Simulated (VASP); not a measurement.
# CoSi (Fm-3m) in VASP: further runs

The runs below take CoSi through relaxation of cell and atoms, with PBE.

Program: VASP 6.6.1. These are calculated values, not measurements. Logs are shortened: lines on timing, memory, paths and dates and some standing lists are left out, and cuts for length are marked.

## Step 1: Starting point

The structure is cubic, space group Fm-3m (No. 225). Conventional cell: a = 4.422 Å, b = 4.422 Å, c = 4.422 Å, α = 90.00°, β = 90.00°, γ = 90.00°. Co (site symmetry m-3m) is surrounded by 6 Si at 2.21 Å. Si (site symmetry m-3m) has 6 Co at 2.21 Å as nearest neighbours.

The cell was built by a generator and needn't be a form met in nature.

## Step 2: Relaxation of cell and atoms, PBE, collinear spin, ferromagnetic start

Input file INCAR:

```
SYSTEM = CoSi
PREC = Normal
ENCUT = 520
EDIFF = 1E-4
ISMEAR = 0
SIGMA = 0.15
LREAL = .False.
LASPH = .True.
NELM = 60
ALGO = Fast
ISIF = 3
LWAVE = .False.
LCHARG = .False.
ISPIN = 2
MAGMOM = 2 0
LORBIT = 11
LMAXMIX = 4
GGA = PE
IBRION = 2
NSW = 24
EDIFFG = -0.08
```

Input file KPOINTS:

```
regular mesh
0
Gamma
  8 8 8
  0 0 0
```

Input file POSCAR:

```
CoSi
1.0
    0.0000000000      2.2110356700      2.2110356700
    2.2110356700      0.0000000000      2.2110356700
    2.2110356700      2.2110356700      0.0000000000
Co Si
1 1
Direct
    0.0000000000      0.0000000000      0.0000000000
    0.5000000000      0.5000000000      0.5000000000
```

Potentials or basis: VASP PAW PBE potentials, release 64 (Co, Si).

Command:

```
cat potpaw_PBE.64/Co/POTCAR potpaw_PBE.64/Si/POTCAR > POTCAR
mpirun -np 1 vasp_std > vasp.out
```

OUTCAR:

```text
SYSTEM = CoSi
   PREC = Normal
   ENCUT = 520
   EDIFF = 1E-4
   ISMEAR = 0
   LREAL = .False.
   LASPH = .True.
   NELM = 60
   ISIF = 3
   ISPIN = 2
   LORBIT = 11
   GGA = PE
   IBRION = 2
   NSW = 24
   EDIFFG = -0.08

 ion  position               nearest neighbor table
   1  0.000  0.000  0.000-   2 2.21   2 2.21   2 2.21   2 2.21   2 2.21   2 2.21
   2  0.500  0.500  0.500-   1 2.21   1 2.21   1 2.21   1 2.21   1 2.21   1 2.21

  LATTYP: Found a face centered cubic cell.
 ALAT       =     4.4220713400

  Lattice vectors:

 A1 = (   0.0000000000,   2.2110356700,   2.2110356700)
 A2 = (   2.2110356700,   0.0000000000,   2.2110356700)
 A3 = (   2.2110356700,   2.2110356700,   0.0000000000)

Analysis of symmetry for initial positions (statically):
=====================================================================
 Subroutine PRICEL returns:
 Original cell was already a primitive cell.

 Routine SETGRP: Setting up the symmetry group for a
 face centered cubic supercell.

 Subroutine GETGRP returns: Found 48 space group operations
 (whereof 48 operations were pure point group operations)
 out of a pool of 48 trial point group operations.

The static configuration has the point symmetry O_h .

Analysis of symmetry for dynamics (positions and initial velocities):
=====================================================================
 Subroutine PRICEL returns:
 Original cell was already a primitive cell.

 Routine SETGRP: Setting up the symmetry group for a
 face centered cubic supercell.

 Subroutine GETGRP returns: Found 48 space group operations
 (whereof 48 operations were pure point group operations)
 out of a pool of 48 trial point group operations.

The dynamic configuration has the point symmetry O_h .

Analysis of structural, dynamic, and magnetic symmetry:
=====================================================================
 Subroutine PRICEL returns:
 Original cell was already a primitive cell.

 Routine SETGRP: Setting up the symmetry group for a
 face centered cubic supercell.

 Subroutine GETGRP returns: Found 48 space group operations
 (whereof 48 operations were pure point group operations)
 out of a pool of 48 trial point group operations.

The overall configuration has the point symmetry O_h .

 Subroutine INISYM returns: Found 48 space group operations
 (whereof 48 operations are pure point group operations),
 and found     1 'primitive' translations

----------------------------------------------------------------------------------------

                                     Primitive cell

  volume of cell :      21.6181

  direct lattice vectors                    reciprocal lattice vectors
     0.000000000  2.211035670  2.211035670    -0.226138369  0.226138369  0.226138369
     2.211035670  0.000000000  2.211035670     0.226138369 -0.226138369  0.226138369
     2.211035670  2.211035670  0.000000000     0.226138369  0.226138369 -0.226138369

  length of vectors
     3.126876631  3.126876631  3.126876631     0.391683144  0.391683144  0.391683144

  position of ions in fractional coordinates (direct lattice)
     0.000000000  0.000000000  0.000000000
     0.500000000  0.500000000  0.500000000

  ion indices of the primitive-cell ions
   primitive index   ion index
                 1           1
                 2           2

----------------------------------------------------------------------------------------

 KPOINTS: regular mesh

Automatic generation of k-mesh.
 Grid dimensions read from file:
 generate k-points for:    8    8    8

 Generating k-lattice:

  Cartesian coordinates                     Fractional coordinates (reciprocal lattice)
    -0.028267296  0.028267296  0.028267296     0.125000000  0.000000000  0.000000000
     0.028267296 -0.028267296  0.028267296     0.000000000  0.125000000  0.000000000
     0.028267296  0.028267296 -0.028267296     0.000000000  0.000000000  0.125000000

  Length of vectors
     0.048960393  0.048960393  0.048960393

  Shift w.r.t. Gamma in fractional coordinates (k-lattice)
     0.000000000  0.000000000  0.000000000

 Subroutine IBZKPT returns following result:
 ===========================================

 Found     29 irreducible k-points:

 Following reciprocal coordinates:
            Coordinates               Weight
  0.000000  0.000000  0.000000      1.000000
  0.125000  0.000000  0.000000      8.000000
  0.250000  0.000000  0.000000      8.000000
  0.375000  0.000000  0.000000      8.000000
  0.500000  0.000000  0.000000      4.000000
  0.125000  0.125000  0.000000      6.000000
[... 16 lines left out ...]
  0.500000  0.250000  0.125000     48.000000
 -0.375000  0.250000  0.125000     24.000000
 [... further k-points ...]
   k-points           NKPTS =     29   k-points in BZ     NKDIM =     29   number of bands    NBANDS=     11
   number of dos      NEDOS =    301   number of ions     NIONS =      2
   total plane-waves  NPLWV =   5832
   dimension x,y,z NGX =    18 NGY =   18 NGZ =   18
   dimension x,y,z NGXF=    36 NGYF=   36 NGZF=   36
   ions per type =               1   1
   NGX,Y,Z   is equivalent  to a cutoff of   9.57,  9.57,  9.57 a.u.
   NGXF,Y,Z  is equivalent  to a cutoff of  19.14, 19.14, 19.14 a.u.
 SYSTEM =  CoSi
   PREC   = normal    normal or accurate (medium, high low for compatibility)
   ISTART =      0    job   : 0-new  1-cont  2-samecut
   ICHARG =      2    charge: 1-file 2-atom 10-const
   ISPIN  =      2    spin polarized calculation?
   LNONCOLLINEAR =      F non collinear calculations
   LSORBIT =      F    spin-orbit coupling
   LASPH  =      T    aspherical Exc in radial PAW
   ENCUT  =  520.0 eV  38.22 Ry    6.18 a.u.   5.81  5.81  5.81*2*pi/ulx,y,z
   NELM   =     60;   NELMIN=  2; NELMDL= -5     # of ELM steps
   EDIFF  = 0.1E-03   stopping-criterion for ELM
   LREAL  =      F    real-space projection
   EDIFFG = -.8E-01   stopping-criterion for IOM
   NSW    =     24    number of steps for IOM
   IBRION =      2    ionic relax: 0-MD 1-quasi-New 2-CG
   NFREE  =      1    steps in history (QN), initial steepest desc. (CG)
   ISIF   =      3    stress and relaxation
   ISYM   =      2    0-nonsym 1-usesym 2-fastsym
   POTIM  = 0.5000    time-step for ionic-motion
   TEBEG  =    0.0;   TEEND  =   0.0 temperature during run
   PSTRESS=    0.0 pullay stress
   NELECT =      13.0000    total number of electrons
   NUPDOWN=      -1.0000    fix difference up-down
   EMIN   =  10.00;   EMAX   =-10.00  energy-range for DOS
   EFERMI =   0.00;   METHOD = LEGACY
   ISMEAR =     0;   SIGMA  =   0.15  broadening in eV -4-tet -1-fermi 0-gaus
   EFERMI_NEDOS =   21; number of points for ismear=-14 and -15
   IALGO  =     68    algorithm
   IMIX   =      4    mixing-type and parameters
     AMIX     =   0.40;   BMIX     =  1.00
     AMIX_MAG =   1.60;   BMIX_MAG =  1.00
  volume/ion in A,a.u.               =      10.81        72.94
  Fermi-wavevector in a.u.,A,eV,Ry     =   1.381816  2.611254 25.979173  1.909415
  Thomas-Fermi vector in A             =   2.506565
   LORBIT       =     11    0 simple, 1 ext, 2 COOP (PROOUT), +10 PAW based schemes
   GGA     = PE    functional components
   LHFCALC =     F    Hartree Fock is set to
   AEXX    =    0.0000 exact exchange contribution
   IVDW    =     0    specifies the selected vdW correction
   LEPSILON=     F    determine dielectric tensor
   LRPA    =     F    only Hartree local field effects (RPA)
 conjugate gradient relaxation of ions
 spin polarized calculation
 RMM-DIIS sequential band-by-band and
 Gauss-broadening in eV      SIGMA  =   0.15
  energy-cutoff  :      520.00
  volume of cell :       21.62
 maximum number of plane-waves:       604
   NGX = 11   NGY = 11   NGZ = 11

--------------------------------------- Ionic step        1  -------------------------------------------

 number of electron      12.9999977 magnetization       0.4695286

 number of electron      12.9999980 magnetization      -0.0061540

 Free energy of the ion-electron system (eV)
  ---------------------------------------------------
  ext. energy  EPLUGINS =         0.00000000
  ---------------------------------------------------
  free energy    TOTEN  =       -11.93054510 eV

  energy without entropy =      -11.91906894  energy(sigma->0) =      -11.92480702

 E-fermi :  12.2416     XC(G=0): -12.8210

 val. band max:       12.1629242511   @ k =  -0.3750   0.5000   0.1250
 cond. band min:      12.2417297208   @ k =   0.5000   0.5000   0.0000
 fundamental gap:      0.0788054697
 Fermi energy:        12.2416308416

 spin component 1

 k-point     1 :       0.0000    0.0000    0.0000
  band No.  band energies     occupation
      1      -1.2854      1.00000
      2       9.6737      1.00000
      3       9.6737      1.00000
      4       9.6737      1.00000
      5       9.8404      1.00000
      6       9.8404      1.00000
      7      17.4042      0.00000
      8      17.4042      0.00000
      9      17.4042      0.00000
     10      23.6936      0.00000
     11      23.7647      0.00000
[... 809 lines left out ...]
--------------------------------------- Ionic step        5  -------------------------------------------

 number of electron      12.9999985 magnetization       0.0000025

 number of electron      12.9999985 magnetization      -0.0000009

 Free energy of the ion-electron system (eV)
  ---------------------------------------------------
  ext. energy  EPLUGINS =         0.00000000
  ---------------------------------------------------
  free energy    TOTEN  =       -12.29432287 eV

  energy without entropy =      -12.27932902  energy(sigma->0) =      -12.28682595

 E-fermi :   9.7233     XC(G=0): -12.0017

 val. band max:        9.7159563522   @ k =  -0.3750   0.5000   0.1250
 cond. band min:       9.7510755904   @ k =   0.3750   0.0000   0.0000
 fundamental gap:      0.0351192382
 Fermi energy:         9.7233403154

 spin component 1

 k-point     1 :       0.0000    0.0000    0.0000
  band No.  band energies     occupation
      1      -2.3966      1.00000
      2       7.8350      1.00000
      3       7.8350      1.00000
      4       7.8350      1.00000
      5       7.9174      1.00000
      6       7.9174      1.00000
      7      14.0843      0.00000
      8      14.0843      0.00000
      9      14.0843      0.00000
     10      20.4327      0.00000
     11      20.4328      0.00000
[... 691 lines left out ...]
  FREE ENERGIE OF THE ION-ELECTRON SYSTEM (eV)
  ---------------------------------------------------
  free  energy   TOTEN  =       -12.2943228692 eV

  energy  without entropy=      -12.2793290244  energy(sigma->0) =      -12.28682595

 reached required accuracy - stopping structural energy minimisation

 total charge

# of ion       s       p       d       tot
------------------------------------------
    1        0.471   0.434   7.576   8.481
    2        0.783   0.848   0.000   1.631
--------------------------------------------------
tot          1.254   1.282   7.576  10.112

 magnetization (x)

# of ion       s       p       d       tot
------------------------------------------
    1        0.000   0.000   0.000   0.000
    2       -0.000  -0.000   0.000  -0.000
--------------------------------------------------
tot          0.000  -0.000   0.000   0.000
```

Run time: 16 s. Hardware: 1 thread of Intel Xeon 6975P-C (Granite Rapids), shared host; peak memory 0.14 GiB.

What came out:

```
Free energy                                           : -12.2943 eV
Relaxed volume                                        : 12.75 Å³/atom
Relaxed cell                                          : a = 3.304 Å, b = 3.304 Å, c = 3.304 Å, α = 60.00°, β = 60.00°, γ = 60.00°
Space group after relaxing (to 0.05 Å)                : Fm-3m (No. 225)
Energy gained by relaxing                             : 181.9 meV/atom
Ionic steps                                           : 5
Pressure after relaxing                               : 0.0 GPa
Band gap on the k mesh                                : none (metal or under the smearing width)
Net moment                                            : 0.00 μB per cell
Valence electrons inside the program's atomic spheres : Co 8.48; Si 1.63
```

Step by step:
```tsv
step	energy change (eV)	largest force (eV/Å)	pressure (GPa)	volume (Å³)
1	0.0000	0.0000	36.74	21.62
2	-0.0018	0.0000	-27.61	30.34
3	-0.3601	0.0000	-4.13	25.80
4	-0.3644	0.0000	3.34	25.28
5	-0.3638	0.0000	0.02	25.51
```

Final structure:
```yaml
crystal:
  lattice:
    - [0.00000, 2.33634, 2.33634]
    - [2.33634, 0.00000, 2.33634]
    - [2.33634, 2.33634, 0.00000]
  atoms:
    - { symbol: Co, position: [0.00000, 0.00000, 0.00000] }
    - { symbol: Si, position: [0.50000, 0.50000, 0.50000] }
```

Levels at points of the mesh, in eV from the Fermi level:
Spin up:
```
           k point  band 3  band 4  band 5  band 6  band 7  band 8  band 9  band 10
(0.00, 0.00, 0.00)   -1.89   -1.89   -1.81   -1.81    4.36    4.36    4.36    10.71
(0.50, 0.00, 0.00)   -2.92   -2.92   -0.89   -0.89   -0.23    6.50    6.50     6.77
(0.50, 0.50, 0.00)   -3.02   -1.37   -0.66   -0.66    0.05    0.05    0.24     4.79
```
Spin down:
```
           k point  band 4  band 5  band 6  band 7  band 8  band 9
(0.00, 0.00, 0.00)   -1.89   -1.81   -1.81    4.36    4.36    4.36
(0.50, 0.00, 0.00)   -2.92   -0.89   -0.89   -0.23    6.50    6.50
(0.50, 0.50, 0.00)   -1.37   -0.66   -0.66    0.05    0.05    0.24
```

Caveat: the starting moments collapsed, and a magnetic state may lie lower; the volume moved by over 15 % at a fixed basis, so the end points are rough; the relaxation stopped at a loose force limit of 0.08 eV/Å, so its end isn't a converged minimum.

## Step 3: Relaxation of cell and atoms, PBE, collinear spin, ferromagnetic start

This run uses another cell than the first one, of 12.43 Å³/atom, 1.150 times its volume.

INCAR is that of step 2.

Input file KPOINTS:

```
regular mesh
0
Gamma
  9 9 5
  0 0 0
```

Input file POSCAR:

```
CoSi
1.0
    2.5469423100      0.0000000000      0.0000000000
   -1.2734711500      2.2057167400      0.0000000000
    0.0000000000      0.0000000000      4.4249235700
Co Si
1 1
Direct
    0.0000000000      0.0000000000      0.5000000000
    0.0000000000      0.0000000000      0.0000000000
```

Potentials or basis: VASP PAW PBE potentials, release 64 (Co, Si).

Command:

```
cat potpaw_PBE.64/Co/POTCAR potpaw_PBE.64/Si/POTCAR > POTCAR
mpirun -np 1 vasp_std > vasp.out
```

It took 26 s on 1 thread of Intel Xeon 6975P-C (Granite Rapids), shared host; peak memory 0.14 GiB.

It converged, with:

```yaml
Free_energy: -11.4714 eV
Relaxed_volume: 12.96 Å³/atom
Relaxed_cell: a = 2.534 Å, b = 2.534 Å, c = 4.658 Å, α = 90.00°, β = 90.00°, γ = 120.00°
Space_group_after_relaxing_to_0.05_Å: P6/mmm (No. 191)
Energy_gained_by_relaxing: 27.4 meV/atom
Ionic_steps: 8
Pressure_after_relaxing: -0.1 GPa
Band_gap_on_the_k_mesh: none (metal or under the smearing width)
Net_moment: 0.95 μB per cell
Site_moments: Co +1.01; Si -0.01 μB
Valence_electrons_inside_the_program's_atomic_spheres: Co 8.23; Si 1.62
```

Stress tensor (GPa, compression positive):
```
-0.55  0.00  0.00
 0.00 -0.55  0.00
 0.00  0.00  0.77
```

Step by step:
| step | energy change (eV) | largest force (eV/Å) | pressure (GPa) | volume (Å³) |
| --- | --- | --- | --- | --- |
| 1 | 0.0000 | 0.0000 | 8.54 | 24.86 |
| 2 | -0.0278 | 0.0000 | -5.32 | 27.31 |
| 3 | -0.0443 | 0.0000 | -0.89 | 26.29 |
| 4 | -0.0503 | 0.0000 | -0.85 | 26.13 |
| 5 | -0.0526 | 0.0000 | 0.97 | 25.64 |
| 6 | -0.0550 | 0.0000 | 1.05 | 25.82 |
| 7 | -0.0538 | 0.0000 | 0.31 | 25.99 |
| 8 | -0.0547 | 0.0000 | -0.11 | 25.91 |

Final structure:
```
CELL_PARAMETERS angstrom
2.53439 0.00000 0.00000
-1.26720 2.19485 0.00000
0.00000 0.00000 4.65799
ATOMIC_POSITIONS crystal
Co 0.00000 0.00000 0.50000
Si 0.00000 0.00000 0.00000
```

Levels at points of the mesh, in eV from the Fermi level:
Spin up:
| k point | band 4 | band 5 | band 6 | band 7 | band 8 | band 9 | band 10 | band 11 |
| --- | --- | --- | --- | --- | --- | --- | --- | --- |
| (0.00, 0.00, 0.00) | -1.76 | -1.76 | -1.14 | -0.85 | -0.85 | 13.21 | 13.21 | 14.09 |
Spin down:
| k point | band 2 | band 3 | band 4 | band 5 | band 6 | band 7 | band 8 | band 9 | band 10 | band 11 |
| --- | --- | --- | --- | --- | --- | --- | --- | --- | --- | --- |
| (0.00, 0.00, 0.00) | -5.12 | -4.45 | -0.73 | -0.73 | -0.64 | 0.32 | 0.32 | 13.17 | 13.17 | 14.05 |

Caveat: the relaxation stopped at a loose force limit of 0.08 eV/Å, so its end isn't a converged minimum.
